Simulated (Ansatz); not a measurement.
# Telling polymorphs of SrTiO3 apart by ⁸⁷Sr

Computed with Ansatz: DFT, r2SCAN, plane waves and PAW, scalar-relativistic, 500 eV cutoff. Q(⁸⁷Sr) = 305.0 mb, I = 9/2. The cells come from the COD, with the atoms relaxed (PBE, cell held). Spin–orbit coupling is left out.

Q: A calculated ⁸⁷Sr parameter set reads: no gradient. Which structure does it belong to?
A.
SrTiO3
```cif
data_SrTiO3
_symmetry_space_group_name_H-M 'Pm-3m'
_symmetry_Int_Tables_number 221
_cell_length_a 3.9050
_cell_length_b 3.9050
_cell_length_c 3.9050
_cell_angle_alpha 90.000
_cell_angle_beta 90.000
_cell_angle_gamma 90.000
loop_
_atom_site_label
_atom_site_type_symbol
_atom_site_symmetry_multiplicity
_atom_site_Wyckoff_symbol
_atom_site_fract_x
_atom_site_fract_y
_atom_site_fract_z
Sr Sr 1 a 0.0000 0.0000 0.0000
Ti Ti 1 b 0.5000 0.5000 0.5000
O O 3 c 0.0000 0.5000 0.5000
```
B.
SrTiO3
Space group I4/mcm (No. 140); a = 5.5110, c = 7.7960 Å.

```
site  Wyckoff  site symmetry       x       y       z
  Sr       4b           -42m  0.0000  0.5000  0.2500
  Ti       4c          4/m..  0.0000  0.0000  0.0000
  O5       4a            422  0.0000  0.0000  0.2500
  O7       8h           m.2m  0.2283  0.7283  0.0000
```

A: A. SrTiO3 in Pm-3m gives no gradient; there Sr has 12 O at 2.76 Å. SrTiO3 in I4/mcm gives |C_Q| = 11.0 MHz, η = 0.00; there Sr has 12 O at 2.64–2.88 Å.
